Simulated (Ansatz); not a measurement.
BN:

```xyz
2
Lattice="0.0000 1.8130 1.8130 1.8130 0.0000 1.8130 1.8130 1.8130 0.0000" Properties=species:S:1:pos:R:3 pbc="T T T"
N     0.9065    0.9065    0.9065
B     0.0000    0.0000    0.0000
```

The cell is a database's computed one.

Program: Ansatz 0.2.0. Alike in all runs: task single point; potentials or basis all-electron PAW datasets made for the crystal; no spin polarisation; cell as given; smearing fermi-dirac 0.05 eV.

Task: Order these runs on this cell by their band gap on the k mesh, lowest first.
A. level HSE06; k mesh 10 × 10 × 10; cutoff (eV) 580
B. level PBE0; k mesh 8 × 8 × 8; cutoff (eV) 580
C. level PBEsol; k mesh 10 × 10 × 10; cutoff (eV) 520

Result: C (4.28 eV), A (5.77 eV), B (6.54 eV).

A k mesh can miss the band edges.

Not every run made on this cell is shown here.
